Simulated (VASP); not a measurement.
A run of VASP 6.6.1 is set up as follows.

INCAR

```
SYSTEM = CdSe
PREC = Accurate
ENCUT = 520
EDIFF = 1E-6
ISMEAR = 0
SIGMA = 0.03
LREAL = .FALSE.
LASPH = .TRUE.
NELM = 80
ALGO = Normal
ISIF = 2
LWAVE = .FALSE.
LCHARG = .FALSE.
METAGGA = R2SCAN
LMIXTAU = .TRUE.
NBANDS = 16
```

The input KPOINTS:

```
regular mesh
0
G
  8 8 8
  0 0 0
```

The input POSCAR:

```
CdSe                                    
1.0
    0.0000000000      3.0462071948      3.0462071948
    3.0462071948      0.0000000000      3.0462071948
    3.0462071948      3.0462071948      0.0000000000
  Cd              Se            
     1     1
Direct
     0.0000000000000000    0.0000000000000000    0.0000000000000000
     0.2500000000000000    0.2500000000000000    0.2500000000000000
```

Contents of KPOINTS_OPT:

```
explicit points
159
Reciprocal
 0.0000000000  0.0000000000  0.0000000000 1
 0.0357142857  0.0000000000  0.0357142857 1
 0.0714285714  0.0000000000  0.0714285714 1
 0.1071428571  0.0000000000  0.1071428571 1
 0.1428571429  0.0000000000  0.1428571429 1
 0.1785714286  0.0000000000  0.1785714286 1
[... 151 lines left out ...]
 0.4250000000  0.0000000000  0.4250000000 1
 0.4500000000  0.0000000000  0.4500000000 1
```

Potentials or basis: VASP PAW PBE potentials, release 64 (Cd, Se).

Command:

```console
$ cat potpaw_PBE.64/Cd/POTCAR potpaw_PBE.64/Se/POTCAR > POTCAR
$ mpirun -np 1 vasp_std > vasp.out
```

What does it give for the pressure?

1.4 GPa.

Predict the band gap along the path.

1.08 eV, direct.

Predict the band gap on the k mesh.

1.08 eV, direct.

Levels at the corners of the path, in eV from the valence-band top:
```
point  band 5  band 6  band 7  band 8  band 9  band 10  band 11  band 12  band 13  band 14
    Γ   -7.75   -7.75    0.00    0.00    0.00     1.08     6.47     6.47     6.47    10.31
    X   -7.69   -7.38   -4.06   -1.87   -1.87     3.47     4.15     9.67    10.93    10.93
    X   -7.69   -7.38   -4.06   -1.87   -1.87     3.47     4.15     9.67    10.93    10.93
    W   -7.75   -7.26   -3.95   -2.26   -2.22     5.51     5.51     7.06     8.03    11.26
    W   -7.75   -7.26   -3.95   -2.26   -2.22     5.51     5.51     7.06     8.03    11.26
    K   -7.72   -7.30   -3.99   -2.55   -1.53     4.09     5.56     8.74     9.19     9.34
    K   -7.72   -7.30   -3.99   -2.55   -1.53     4.09     5.56     8.74     9.19     9.34
    Γ   -7.75   -7.75    0.00    0.00    0.00     1.08     6.47     6.47     6.47    10.31
    Γ   -7.75   -7.75    0.00    0.00    0.00     1.08     6.47     6.47     6.47    10.31
    L   -7.73   -7.45   -4.40   -0.75   -0.75     2.86     6.93     6.93     7.81    10.57
    L   -7.73   -7.45   -4.40   -0.75   -0.75     2.86     6.93     6.93     7.81    10.57
    U   -7.72   -7.30   -3.99   -2.55   -1.53     4.09     5.56     8.74     9.19     9.34
    U   -7.72   -7.30   -3.99   -2.55   -1.53     4.09     5.56     8.74     9.19     9.34
    W   -7.75   -7.26   -3.95   -2.26   -2.22     5.51     5.51     7.06     8.03    11.26
    W   -7.75   -7.26   -3.95   -2.26   -2.22     5.51     5.51     7.06     8.03    11.26
    L   -7.73   -7.45   -4.40   -0.75   -0.75     2.86     6.93     6.93     7.81    10.57
    L   -7.73   -7.45   -4.40   -0.75   -0.75     2.86     6.93     6.93     7.81    10.57
    K   -7.72   -7.30   -3.99   -2.55   -1.53     4.09     5.56     8.74     9.19     9.34
    U   -7.72   -7.30   -3.99   -2.55   -1.53     4.09     5.56     8.74     9.19     9.34
    X   -7.69   -7.38   -4.06   -1.87   -1.87     3.47     4.15     9.67    10.93    10.93
```

Caveat: the PAW data sets were made with another functional, which shifts forces and pressure a little. r2SCAN opens gaps a little over a GGA but as a rule still falls short of measured ones.
